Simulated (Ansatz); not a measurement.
Co:

```
CELL_PARAMETERS angstrom
2.47200 0.00000 0.00000
-1.23600 2.14081 0.00000
0.00000 0.00000 4.02114
ATOMIC_POSITIONS crystal
Co 0.66667 0.33333 0.75000
Co 0.33333 0.66667 0.25000
```

Alike in all runs: program Ansatz 0.2.0; functional PBE; potentials or basis all-electron LAPW, scalar-relativistic; cutoff 315 eV (chosen from the basis error); basis error allowed 0.001 eV/atom; k mesh 12 × 12 × 7; occupations fermi-dirac, width 0.05 eV.

The same cell was started in several ways:

```tsv
start	free energy over the lowest (meV/atom)	net moment (μB)	site or absolute moments (μB)	gap
collinear spin, ferromagnetic start of up to 0.5 μB; fixed moment 1	179.3	-	Co +0.52	-
collinear spin, ferromagnetic start of up to 2 μB; fixed moment 4	131.5	-	Co +2.02	-
collinear spin, ferromagnetic start of up to 2.4 μB; fixed moment 4.8	560.9	-	Co +2.38	-
collinear spin, program default start, total moment locked; fixed moment 0	208.2	-	-	-
collinear spin, ferromagnetic start of up to 1 μB; fixed moment 2	96.9	-	Co +1.04	-
collinear spin, ferromagnetic start of up to 1.5 μB; fixed moment 3	0.0	-	Co +1.55	-
```

All polarised runs hold their moment fixed, so the table maps the energy against it. A still lower state may exist.

Caveats: the total moment is fixed, so each spin has its own Fermi level.
